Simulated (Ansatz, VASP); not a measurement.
# TiN in VASP and in Ansatz

```
CELL_PARAMETERS angstrom
0.00000 2.20000 2.20000
2.20000 0.00000 2.20000
2.20000 2.20000 0.00000
ATOMIC_POSITIONS crystal
Ti 0.00000 0.00000 0.00000
N 0.50000 0.50000 0.50000
```

Alike in both runs: task single point; functional r2SCAN; k mesh 9 × 9 × 9; occupations gaussian, width 0.05 eV; collinear spin.

|  | VASP | Ansatz |
| --- | --- | --- |
| version | VASP 6.6.1 | Ansatz 0.2.0 |
| potentials or method | VASP PAW PBE potentials, release 64 (Ti_sv, N) | PAW, plane waves, scalar-relativistic |
| plane-wave cutoff (eV) | 520 | 500 |
| valence electrons in the cell | 17 | 17 |

Ansatz gave:

```
pressure (GPa)           : -27.0
net moment per atom (μB) : 0.00
```

Question: Which values does VASP return?

Answer: Pressure (GPa): -26.0; net moment per atom (μB): 0.00.

Ansatz warned: «filled_band_counts_differ_across_k_points».

Caveats: so large a pressure means that the cell lies far from this level's equilibrium, or that cutoff or potentials fall short (VASP); the potentials were made for another functional, which shifts forces and pressure (VASP).
